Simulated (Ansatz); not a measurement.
# HfO2 (Fm-3m) in Ansatz: notebook

The runs below take HfO2 through single point, equation of state, with r2SCAN.

All numbers are computed with Ansatz 0.2.0; they aren't measurements. Logs are shortened: lines on timing, memory, paths and dates and some standing lists are left out, and cuts for length are marked.

### Step 1. The structure

The structure is cubic, space group Fm-3m (No. 225). Conventional cell: a = 5.115 Å, b = 5.115 Å, c = 5.115 Å, α = 90.00°, β = 90.00°, γ = 90.00°. Hf (site symmetry m-3m) is surrounded by 8 O at 2.21 Å. O (site symmetry -43m) is surrounded by 4 Hf at 2.21 Å.

Measurements of this composition are mostly on another form, of space group No. 14.

### Step 2. Single point, r2SCAN, 10.48 Å³/atom (volume scaled by 0.94)

File input.yaml:

```yaml
crystal:
  lattice:
    - [0.0, 2.505291473, 2.505291473]
    - [2.505291473, 0.0, 2.505291473]
    - [2.505291473, 2.505291473, 0.0]
  atoms:
    - { symbol: Hf, position: [0.0, 0.0, 0.0] }
    - { symbol: O, position: [0.75, 0.75, 0.75] }
    - { symbol: O, position: [0.25, 0.25, 0.25] }
hamiltonian:
  xc: r2scan
  pseudopotentials: { kind: paw }
kpoints:
  mp_grid: { grid: [9, 9, 9] }
scf:
  occupations: { method: fermi_dirac, width: 0.05 }
output:
  forces: true
  stress: true
  eigenvalues: true
  write_density: true
  write_potential: true
  elf: true
  volumetric_format: npy
```

Potentials or basis: Ansatz PAW.

Command:

```bash
ansatz run input.yaml --threads 2 --pin off --max-ram 5632MiB --backend cpu --events-out ev --progress --plain --runs-dir out
```

Output:

```text
Warning: RAYON_NUM_THREADS=2 ignored (pool sized by the plan → 2); use --threads N
Engine: ansatz 0.2.0, aarch64-unknown-linux-gnu
Pseudopotentials: kind: paw
Pseudopotential: Hf, paw, valence charge 26, recommended cutoff 500 eV (meta_gga), Hf.paw.azcp
Pseudopotential: O, paw, valence charge 6, recommended cutoff 500 eV (meta_gga), O.paw.azcp
Functional definition: r2SCAN
  parameter k0 = 0.174
  parameter k1 = 0.065
  parameter a1 = 4.9479
  exchange = r2scan_x(k0 = k0, k1 = k1, a1 = a1)
  correlation = r2scan_c
Crystal: 3 atoms, lattice volume = 31.449 Å³
Basis set: ecut = 500 eV, 821 PW (Γ), exchange–correlation on 108×108×108 points (64 copies of the dense FFT grid, shifted against one another)
Bands: 23, of which v1, the nominal top of the filled ones, is band 19 counted from 1 (18 counted from 0)
Symmetry: 48 space group operations
Space group: Fm-3m (ITA 225), of the structure as read, at distance tolerance 3.2e-5 Å
k-points: 35 of 729
Non-local potential: Hf, projectors of the file, l = 0: 3, l = 1: 2, l = 2: 2, l = 3: 3
Non-local potential: O, projectors of the file, l = 0: 2, l = 1: 2, l = 2: 1
PAW form: soft (Blöchl's): semilocal exchange-correlation on the pseudo side does not see the compensation charge
PAW frozen core: Hf, regenerated for the run's functional (the file was generated under x = pbe(κ = 0.804, μ = 0.2195149727645171), c = pbe(β = 0.06672455060314922))
PAW frozen core: O, regenerated for the run's functional (the file was generated under x = pbe(κ = 0.804, μ = 0.2195149727645171), c = pbe(β = 0.06672455060314922))
PAW one-centre angular grid: Hf, 974 points (default); XC on 160 Gauss nodes
PAW one-centre angular grid: O, 302 points (default); XC on 160 Gauss nodes
Initial density: superposition of atomic densities (neutral atoms: chi_scale 0, normalization atom), corrected by the library's trained network
Initial wavefunctions: pseudopotential atomic-orbital guess
Functional: x = r2scan, c = r2scan; τ floored in thin density (d = 2e-4 eV/Å³)
SCF iter   1: F=—  HF=-16876.101132 eV  |F-HF|=—  |Δ(HF+E_count)|=         —  Δρ=1.18e-2  dr2=3.89e-2  dr2_τ=2.35e-1  ethr=1.77e-3  ⟨swp⟩=5.1  Hψ=3003  notcnv=0
preconditioner: auto → none  [insulator: Δε(μ)=4.657 eV  Ē_g=19.487 eV  σ=0.050 eV  W_gap=1.00  n_scr=14 (ndim 8)  ℏωp=39.7 eV  f_vac=0.056  D(μ)=0.00/eV (n_scr^D=0)  ε∞_Penn≈5.2]
SCF iter   2: F=—  HF=-16876.167643 eV  |F-HF|=—  |Δ(HF+E_count)|=   6.65e-2  Δρ=5.88e-3  dr2=3.13e-3  dr2_τ=2.23e-3  ethr=1.02e-4  ⟨swp⟩=2.1  Hψ=1893  notcnv=0
SCF iter   3: F=—  HF=-16876.167736 eV  |F-HF|=—  |Δ(HF+E_count)|=   9.28e-5  Δρ=2.55e-3  dr2=8.26e-4  dr2_τ=1.34e-4  ethr=8.24e-6  ⟨swp⟩=2.0  Hψ=1316  notcnv=0
SCF iter   4: F=—  HF=-16876.167886 eV  |F-HF|=—  |Δ(HF+E_count)|=   1.50e-4  Δρ=9.02e-4  dr2=1.32e-4  dr2_τ=2.49e-5  ethr=2.17e-6  ⟨swp⟩=2.3  Hψ=1219  notcnv=0
SCF iter   5: F=—  HF=-16876.167854 eV  |F-HF|=—  |Δ(HF+E_count)|=   3.14e-5  Δρ=1.94e-4  dr2=9.00e-6  dr2_τ=9.54e-7  ethr=3.47e-7  ⟨swp⟩=2.0  Hψ=1267  notcnv=0
SCF iter   6: F=—  HF=-16876.167853 eV  |F-HF|=—  |Δ(HF+E_count)|=   1.14e-6  Δρ=5.82e-5  dr2=9.15e-7  dr2_τ=9.06e-8  ethr=2.37e-8  ⟨swp⟩=2.0  Hψ=1325  notcnv=0
SCF iter   7: F=-16876.167853 eV  HF=-16876.167853 eV  |F-HF|=4.46e-9  |Δ(HF+E_count)|=   9.27e-8  Δρ=6.50e-6  dr2=2.87e-9  dr2_τ=4.26e-9  ethr=2.63e-10  ⟨swp⟩=6.4  Hψ=5575  notcnv=0
SCF 1 converged in 7 iterations: F = -16876.167853 eV  dr2 = 2.87e-9
SCF converged after 7 iterations
Free energy (F): -16876.167853 eV
Harris-Foulkes:  -16876.167853 eV  (|F-HF|=4.46e-9)
Internal energy: -16876.167853 eV  (E = F + TS)
E sigma→0 (E₀):  -16876.167853 eV
Fermi energy:    18.630331 eV
--- Per-component energies (eV) ---
  E_band       = 54.976275
  E_kinetic    = 777.787935
  E_local      = -5635.971190  (includes V_loc(G=0)·N_el)
  E_nonlocal   = -1152.070355
  E_hartree    = 2597.236774
  E_xc         = -431.894867
  E_vxc        = -506.392524  (∫ρ·V_xc dr)
  E_paw        = -7271.831187  (= ΣΔE_a)
  E_vpaw       = 1349.622513  (= ΣTr[D̂ρ^β])
  E_aug_tail   = 0.002133  (compensation charges beyond the density's cutoff)
  E_vtau       = 27.525284  (kinetic-family band-sum trace: ∫τ·v_τ [+ j·A + Jᵃ·Aᵃ] dr)
  E_ewald      = -5759.684737
  E_core_change = 0.257640  (= ΣΔE_core)
  E_smearing   = -0.000000  (= −TS)
  E_closure    = -0.000000  (closes the sum)
  Σ components = -16876.167853   (vs F -16876.167853, Δ=0.00e0)
--- Forces (eV/Å), atoms counted from 1 ---
  atom   1  Hf    -0.00000000    -0.00000000    -0.00000000
  atom   2  O     -0.00000000    -0.00000000    -0.00000000
  atom   3  O     -0.00000000    -0.00000000     0.00000000
  max |Σ_I F_I| component: 3.47e-18 eV/Å
--- Stress (GPa, compression-positive) ---
        8.201439       0.000000       0.000000
        0.000000       8.201439       0.000000
        0.000000       0.000000       8.201439
  P = ⅓ Tr σ = 8.2014 GPa (82.014 kbar)
--- Band table (eV; the first three rows and the last of 35) ---
  k-point 0: bands = ["-46.0492", "-13.9087", "-13.9087", "-13.9087", "-3.5784", "-0.5891", "5.5950", "5.5950", "5.5950", "5.6730", "5.6730", "5.6730", "5.8756", "10.7089", "10.7089", "10.7089", "15.7634", "15.7634", "15.7634", "20.9140", "20.9140", "23.1218", "27.9092"]
  k-point 1: bands = ["-46.0471", "-13.9772", "-13.9157", "-13.9157", "-3.3969", "-0.7127", "5.5982", "5.5982", "5.5987", "5.6674", "5.6674", "5.6732", "5.8331", "10.8402", "10.8402", "11.0827", "15.3953", "15.5276", "15.5276", "21.1560", "21.1560", "23.6087", "27.2730"]
  k-point 2: bands = ["-46.0418", "-14.1438", "-13.9333", "-13.9333", "-2.9501", "-0.9821", "5.6050", "5.6050", "5.6103", "5.6556", "5.6556", "5.6735", "5.7523", "11.1768", "11.1768", "11.9841", "14.5952", "15.0479", "15.0479", "21.5807", "21.5807", "24.2324", "26.6183"]
  k-point 34: bands = ["-46.0257", "-14.3157", "-14.2311", "-14.0485", "-1.5578", "-1.5194", "5.6120", "5.6203", "5.6306", "5.6340", "5.6408", "5.6580", "5.6663", "10.8219", "11.2687", "13.4053", "13.8523", "14.9932", "16.0420", "21.7571", "22.2684", "24.3728", "24.5430"]
```

It took 4.7 s on 2 threads of Arm Neoverse N1, shared host; peak memory 0.4 GiB.

Results:

- Free energy: -16876.1679 eV
- Pressure: 8.2 GPa
- Band gap on the k mesh: 4.50 eV, indirect (least direct gap 4.61 eV)

Caveat: odd divisions of the mesh miss points on the zone boundary, where band edges often lie, so the gap on the mesh can be too wide; spin-orbit coupling is left out, which moves the levels of the heavy elements; the PAW data sets come from PBE, with cores solved anew for the run's functional, which leaves a small shift of forces and pressure.

### Step 3. Single point, r2SCAN, 10.71 Å³/atom (volume scaled by 0.96)

input.yaml: that of step 2 with these lines changed.

```diff
@@ -2,5 +2,5 @@
   lattice:
-    - [0.0, 2.505291473, 2.505291473]
-    - [2.505291473, 0.0, 2.505291473]
-    - [2.505291473, 2.505291473, 0.0]
+    - [0.0, 2.522934952, 2.522934952]
+    - [2.522934952, 0.0, 2.522934952]
+    - [2.522934952, 2.522934952, 0.0]
   atoms:
@@ -20,5 +20 @@
   eigenvalues: true
-  write_density: true
-  write_potential: true
-  elf: true
-  volumetric_format: npy
```

Potentials or basis: Ansatz PAW.

Command:

```bash
ansatz run input.yaml --threads 2 --pin off --max-ram 5632MiB --backend cpu --events-out ev --progress --plain --runs-dir out
```

Run time: 3.9 s. Hardware: 2 threads of Arm Neoverse N1, shared host; peak memory 0.4 GiB.

It converged, with:

```yaml
Free_energy: -16876.1890 eV
Pressure: 2.1 GPa
Band_gap_on_the_k_mesh: 4.44 eV, indirect (least direct gap 4.55 eV)
```

Caveat: odd divisions of the mesh miss points on the zone boundary, where band edges often lie, so the gap on the mesh can be too wide; spin-orbit coupling is left out, which moves the levels of the heavy elements; the PAW data sets come from PBE, with cores solved anew for the run's functional, which leaves a small shift of forces and pressure.

### Step 4. Single point, r2SCAN, 10.93 Å³/atom (volume scaled by 0.98)

input.yaml: that of step 3 with these lines changed.

```diff
@@ -2,5 +2,5 @@
   lattice:
-    - [0.0, 2.522934952, 2.522934952]
-    - [2.522934952, 0.0, 2.522934952]
-    - [2.522934952, 2.522934952, 0.0]
+    - [0.0, 2.5403350533, 2.5403350533]
+    - [2.5403350533, 0.0, 2.5403350533]
+    - [2.5403350533, 2.5403350533, 0.0]
   atoms:
@@ -20 +20,5 @@
   eigenvalues: true
+  write_density: true
+  write_potential: true
+  elf: true
+  volumetric_format: npy
```

Command:

```bash
ansatz run input.yaml --threads 2 --pin off --max-ram 5632MiB --backend cpu --events-out ev --progress --plain --runs-dir out
```

Wall time 4.7 s (2 threads of Arm Neoverse N1, shared host); peak memory 0.41 GiB.

Results (log left out):

| Property | Result |
| --- | --- |
| Free energy | -16876.1859 eV |
| Pressure | -3.5 GPa |
| Band gap on the k mesh | 4.38 eV, indirect (least direct gap 4.49 eV) |

Caveat: odd divisions of the mesh miss points on the zone boundary, where band edges often lie, so the gap on the mesh can be too wide; spin-orbit coupling is left out, which moves the levels of the heavy elements; the PAW data sets come from PBE, with cores solved anew for the run's functional, which leaves a small shift of forces and pressure.

### Step 5. Single point, r2SCAN, 11.15 Å³/atom

input.yaml: that of step 4 with these lines changed.

```diff
@@ -2,5 +2,5 @@
   lattice:
-    - [0.0, 2.5403350533, 2.5403350533]
-    - [2.5403350533, 0.0, 2.5403350533]
-    - [2.5403350533, 2.5403350533, 0.0]
+    - [0.0, 2.5575, 2.5575]
+    - [2.5575, 0.0, 2.5575]
+    - [2.5575, 2.5575, 0.0]
   atoms:
@@ -20,5 +20 @@
   eigenvalues: true
-  write_density: true
-  write_potential: true
-  elf: true
-  volumetric_format: npy
```

Command:

```bash
ansatz run input.yaml --threads 2 --pin off --max-ram 5632MiB --backend cpu --events-out ev --progress --plain --runs-dir out
```

It took 4 s on 2 threads of Arm Neoverse N1, shared host; peak memory 0.4 GiB.

The run converged. Its results:

```yaml
Free_energy: -16876.1609 eV
Pressure: -8.4 GPa
Band_gap_on_the_k_mesh: 4.32 eV, indirect (least direct gap 4.43 eV)
```

Caveat: odd divisions of the mesh miss points on the zone boundary, where band edges often lie, so the gap on the mesh can be too wide; spin-orbit coupling is left out, which moves the levels of the heavy elements; the PAW data sets come from PBE, with cores solved anew for the run's functional, which leaves a small shift of forces and pressure.

### Step 6. Single point, r2SCAN, 11.38 Å³/atom (volume scaled by 1.02)

input.yaml: that of step 5 with these lines changed.

```diff
@@ -2,5 +2,5 @@
   lattice:
-    - [0.0, 2.5575, 2.5575]
-    - [2.5575, 0.0, 2.5575]
-    - [2.5575, 2.5575, 0.0]
+    - [0.0, 2.5744375797, 2.5744375797]
+    - [2.5744375797, 0.0, 2.5744375797]
+    - [2.5744375797, 2.5744375797, 0.0]
   atoms:
```

Potentials or basis: Ansatz PAW.

Command:

```bash
ansatz run input.yaml --threads 2 --pin off --max-ram 5632MiB --backend cpu --events-out ev --progress --plain --runs-dir out
```

It took 3.9 s on 2 threads of Arm Neoverse N1, shared host; peak memory 0.4 GiB.

It converged, with:

```yaml
Free_energy: -16876.1162 eV
Pressure: -12.9 GPa
Band_gap_on_the_k_mesh: 4.26 eV, indirect (least direct gap 4.37 eV)
```

Caveat: odd divisions of the mesh miss points on the zone boundary, where band edges often lie, so the gap on the mesh can be too wide; spin-orbit coupling is left out, which moves the levels of the heavy elements; the PAW data sets come from PBE, with cores solved anew for the run's functional, which leaves a small shift of forces and pressure.

### Step 7. Single point, r2SCAN, 11.60 Å³/atom (volume scaled by 1.04)

input.yaml: that of step 6 with these lines changed.

```diff
@@ -2,5 +2,5 @@
   lattice:
-    - [0.0, 2.5744375797, 2.5744375797]
-    - [2.5744375797, 0.0, 2.5744375797]
-    - [2.5744375797, 2.5744375797, 0.0]
+    - [0.0, 2.5911551753, 2.5911551753]
+    - [2.5911551753, 0.0, 2.5911551753]
+    - [2.5911551753, 2.5911551753, 0.0]
   atoms:
@@ -20 +20,5 @@
   eigenvalues: true
+  write_density: true
+  write_potential: true
+  elf: true
+  volumetric_format: npy
```

Command:

```bash
ansatz run input.yaml --threads 2 --pin off --max-ram 5632MiB --backend cpu --events-out ev --progress --plain --runs-dir out
```

Run time: 4.8 s. Hardware: 2 threads of Arm Neoverse N1, shared host; peak memory 0.41 GiB.

The run converged. Its results:

* Free energy: -16876.0539 eV
* Pressure: -16.9 GPa
* Band gap on the k mesh: 4.21 eV, indirect (least direct gap 4.31 eV)

Caveat: odd divisions of the mesh miss points on the zone boundary, where band edges often lie, so the gap on the mesh can be too wide; spin-orbit coupling is left out, which moves the levels of the heavy elements; the PAW data sets come from PBE, with cores solved anew for the run's functional, which leaves a small shift of forces and pressure.

### Step 8. Single point, r2SCAN, 11.82 Å³/atom (volume scaled by 1.06)

input.yaml: that of step 7 with these lines changed.

```diff
@@ -2,5 +2,5 @@
   lattice:
-    - [0.0, 2.5911551753, 2.5911551753]
-    - [2.5911551753, 0.0, 2.5911551753]
-    - [2.5911551753, 2.5911551753, 0.0]
+    - [0.0, 2.6076597933, 2.6076597933]
+    - [2.6076597933, 0.0, 2.6076597933]
+    - [2.6076597933, 2.6076597933, 0.0]
   atoms:
@@ -20,5 +20 @@
   eigenvalues: true
-  write_density: true
-  write_potential: true
-  elf: true
-  volumetric_format: npy
```

Command:

```bash
ansatz run input.yaml --threads 2 --pin off --max-ram 5632MiB --backend cpu --events-out ev --progress --plain --runs-dir out
```

It took 4 s on 2 threads of Arm Neoverse N1, shared host; peak memory 0.4 GiB.

Results (log left out):

| Quantity | Value |
| --- | --- |
| Free energy | -16875.9757 eV |
| Pressure | -20.5 GPa |
| Band gap on the k mesh | 4.15 eV, indirect (least direct gap 4.25 eV) |

Caveat: odd divisions of the mesh miss points on the zone boundary, where band edges often lie, so the gap on the mesh can be too wide; spin-orbit coupling is left out, which moves the levels of the heavy elements; the PAW data sets come from PBE, with cores solved anew for the run's functional, which leaves a small shift of forces and pressure.

### Step 9. Equation of state, r2SCAN

Potentials or basis: Ansatz PAW.

This step only gathers the single runs of the series.

What came out:

| Property | Result |
| --- | --- |
| Equilibrium volume | 10.79 Å³/atom |
| Bulk modulus | 271 GPa |
| Pressure derivative of the bulk modulus | 4.2 |

Energy against volume, from the lowest point:
```
volume (Å³/atom)  energy (meV/atom)
          10.483               7.06
          10.706               0.00
          10.929               1.05
          11.152               9.39
          11.375              24.27
          11.598              45.05
          11.821              71.11
```

Caveat: the PAW data sets were made with another functional, which shifts forces and pressure a little.
